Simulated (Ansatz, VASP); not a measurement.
# KI in VASP and in Ansatz

```
CELL_PARAMETERS angstrom
4.29120 0.00000 0.00000
0.00000 4.29120 0.00000
0.00000 0.00000 4.29120
ATOMIC_POSITIONS crystal
I 0.50744 0.48678 0.49268
K 0.00179 0.00692 0.00960
```

Change from the starting cell: atoms moved at random, drawn with an rms of 0.05 Å.

Alike in both runs: task single point; functional PBE; k mesh 6 × 6 × 6; occupations fermi-dirac, width 0.05 eV; no spin polarisation.

```csv
,VASP,Ansatz
version,VASP 6.6.1,Ansatz 0.2.0
potentials or method,"VASP PAW PBE potentials, release 64 (I, K_sv)",Ansatz PAW
plane-wave cutoff (eV),520,420
valence electrons in the cell,16,26
```

VASP gave:

```
gap on the k mesh at the Fermi level (eV) : 3.34
least direct gap on the mesh (eV)         : 3.69
pressure (GPa)                            : 0.6
rms of the force components (eV/Å)        : 0.039
```

**Question.** Which values does Ansatz return?

**Answer.** gap on the k mesh at the Fermi level (eV): 3.34; least direct gap on the mesh (eV): 3.70; pressure (GPa): 0.5; rms of the force components (eV/Å): 0.039.

Atom by atom the forces differ by 0.001 eV/Å (rms over components). The two sets of potentials don't hold the same shells in valence.

Caveats: spin-orbit coupling is left out, which moves the levels of the heavy elements. A k mesh can miss the band edges.
